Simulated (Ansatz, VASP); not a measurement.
# Two plane-wave programs on Cs

```xyz
1
Lattice="-2.9220 2.9220 2.9220 2.9220 -2.9220 2.9220 2.9220 2.9220 -2.9220" Properties=species:S:1:pos:R:3 pbc="T T T"
Cs    0.0000    0.0000    0.0000
```

Alike in both runs: task single point; functional LDA; k mesh 13 × 13 × 13; occupations fermi-dirac, width 0.1 eV; no spin polarisation.

|  | VASP | Ansatz |
| --- | --- | --- |
| version | VASP 6.6.1 | Ansatz 0.2.0 |
| potentials or method | VASP PAW LDA potentials, release 64 (Cs_sv) | plane waves (420 eV) with PAW, scalar-relativistic |
| plane-wave cutoff (eV) | 520 | 420 |
| valence electrons in the cell | 9 | 9 |

```tsv
	VASP	Ansatz	Ansatz less VASP
pressure (GPa)	-0.1	-0.1	+0.01
```

Ansatz warned: «pseudo_functional_mismatch».

The runs have no spin-orbit coupling, so splittings on Cs are missing.
